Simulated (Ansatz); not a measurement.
A 2-atom cell of BaTe started from a crystallographic database, relaxed with r2SCAN in the plane-wave code Ansatz. The symmetry is Fm-3m (No. 225, cubic); a = 7.065 Å in the conventional setting, 44.08 Å³ an atom. Ba is surrounded by 6 Te at 3.53 Å; Te is surrounded by 6 Ba at 3.53 Å.

The axes x, y and z are those of this cell:
```
Ba Te
1.0
     0.00000    3.53238    3.53238
     3.53238    0.00000    3.53238
     3.53238    3.53238    0.00000
Ba Te
1 1
Direct
  0.00000 0.00000 0.00000
  0.50000 0.50000 0.50000
```

Unstrained: With PBE the valence top lies at Γ and the conduction bottom at X, 1.655 eV higher; the smallest vertical gap, at X, is 2.009 eV. r2SCAN gives an indirect gap of 2.004 eV, from Γ to X; the least direct gap is 2.365 eV at X. The HSE06 gap is indirect, 2.346 eV (Γ to X), below the direct gap of 2.752 eV at X. Meshes: PBE 6×6×6, r2SCAN 6×6×6, HSE06 4×4×4. Strains are changes of length per length, and xy shears are angles. After each strain the atoms were relaxed again with r2SCAN within the symmetry that the strain leaves, so tilts or polar shifts that break it weren't tested; points keep the names that they have in the unstrained zone. Calculated for a static, non-magnetic cell.

**Question.** Estimate what uniaxial -1.38 % along y, other directions held does to the gap.

**Answer.** PBE: the gap goes from 1.655 to 1.606 eV (-0.049 eV); with r2SCAN the top three valence levels at Γ, degenerate before, become 1+2 from the top over 34 meV. r2SCAN: the gap goes from 2.004 to 1.952 eV (-0.052 eV). HSE06: the gap goes from 2.346 to 2.297 eV (-0.049 eV). The r2SCAN energy rises by 1.9 meV an atom.

**Question.** Estimate what xy shear, engineering strain (angle) +2.89 % does to the gap.

**Answer.** PBE: the gap goes from 1.655 to 1.604 eV (-0.051 eV); with r2SCAN the top three valence levels at Γ, degenerate before, become 1+1+1 from the top over 97 meV. r2SCAN: the gap goes from 2.004 to 1.950 eV (-0.054 eV). HSE06: the gap goes from 2.346 to 2.291 eV (-0.055 eV). The r2SCAN energy rises by 1.4 meV an atom.

**Question.** One strain changed the r2SCAN stress by xx -2.62, yy -2.62, zz +0.05 GPa (compression positive) and the gap by +0.060 eV (PBE), +0.046 eV (r2SCAN), +0.074 eV (HSE06). Which kind of strain was it, and roughly how large?

**Answer.** Epitaxial +4.47 % in the xy plane, free normal strain -1.21 %. The pattern of the stress gives the kind; the size needs the stiffness, so it is an estimate.

**Question.** Apply uniaxial -2.71 % along x, other directions held. How far does the gap move, against the unstrained cell?

**Answer.** PBE: the gap goes from 1.655 to 1.552 eV (-0.103 eV); with r2SCAN the top three valence levels at Γ, degenerate before, become 1+2 from the top over 74 meV. r2SCAN: the gap goes from 2.004 to 1.895 eV (-0.109 eV). HSE06: the gap goes from 2.346 to 2.243 eV (-0.103 eV). The r2SCAN energy rises by 8.1 meV an atom.

No spin-orbit coupling is included; it can move band edges with weight on the heavy atoms by tenths of an eV.

The meshes of the hybrids are coarse, so their gaps aren't converged to the digits shown.

The splittings at Γ are without spin-orbit coupling, which exceeds them in such compounds, regroups them and changes the shifts of the gap.
